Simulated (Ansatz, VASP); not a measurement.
## PtSe2 in VASP and in Ansatz

The input INCAR:

```
ALGO = Normal ; EDIFF = 1E-7
ENCUT = 520 ; GGA = PE
ISIF = 2 ; ISMEAR = 0
IVDW = 12 ; LASPH = True
LCHARG = False ; LREAL = False
LWAVE = False ; NBANDS = 18
NELM = 100 ; PREC = Accurate
SIGMA = 0.15
```

KPOINTS

```
k-points
0
Gamma
  12 12 8
```

POSCAR

```
PtSe2
1.0
    3.7224757418      0.0000000000      0.0000000000
   -1.8612378709      3.2237585574      0.0000000000
    0.0000000000      0.0000000000      4.9497759939
Pt Se
1 2
Direct
    0.0000000000      0.0000000000      0.0000000000
    0.3333333333      0.6666666667      0.2026831210
    0.6666666667      0.3333333333      0.7973168790
```

Input for Ansatz:

```yaml
crystal:
  lattice:
    - [3.7224757418, 0.0, 0.0]
    - [-1.8612378709, 3.2237585574, 0.0]
    - [0.0, 0.0, 4.9497759939]
  atoms:
    - { symbol: Pt, position: [0.0, 0.0, 0.0] }
    - { symbol: Se, position: [0.3333333333, 0.6666666667, 0.202683121] }
    - { symbol: Se, position: [0.6666666667, 0.3333333333, 0.797316879] }
basis:
  ecutwfc: 420
kpoints:
  mp_grid: { grid: [12, 12, 8] }
hamiltonian:
  xc: pbe
  pseudopotentials: { kind: paw, azcp: { folder: soft_1 } }
  dispersion: d3bj
scf:
  occupations: { method: gaussian, width: 0.15 }
output:
  forces: true
  stress: true
  eigenvalues: true
```

Alike in both runs: task single point; functional PBE; dispersion D3(BJ); k mesh 12 × 12 × 8; occupations gaussian, width 0.15 eV; no spin polarisation.

```csv
,VASP,Ansatz
version,VASP 6.6.1,Ansatz 0.2.0
potentials or method,"VASP PAW PBE potentials, release 64 (Pt, Se)","scalar-relativistic, plane waves, PAW"
plane-wave cutoff (eV),520,420
valence electrons in the cell,22,50
```

|  | VASP | Ansatz | Ansatz less VASP |
| --- | --- | --- | --- |
| gap on the k mesh at the Fermi level (eV) | 0.19 | 0.20 | +0.006 |
| least direct gap on the mesh (eV) | 0.20 | 0.20 | +0.002 |
| pressure (GPa) | 26.8 | 26.6 | -0.16 |
| largest component of the traceless stress (GPa) | 6.48 | 6.42 | -0.060 |
| rms of the force components (eV/Å) | 2.044 | 2.034 | -0.0097 |

Atom by atom the forces differ by 0.010 eV/Å (rms over components). The two sets of potentials don't hold the same shells in valence.

Caveats: so large a pressure means that the cell lies far from this level's equilibrium, or that cutoff or potentials fall short (VASP); spin-orbit coupling is left out, which moves the levels of the heavy elements; forces of over 1 eV/Å show positions far from the minimum, so gaps and moduli don't describe the material at rest.
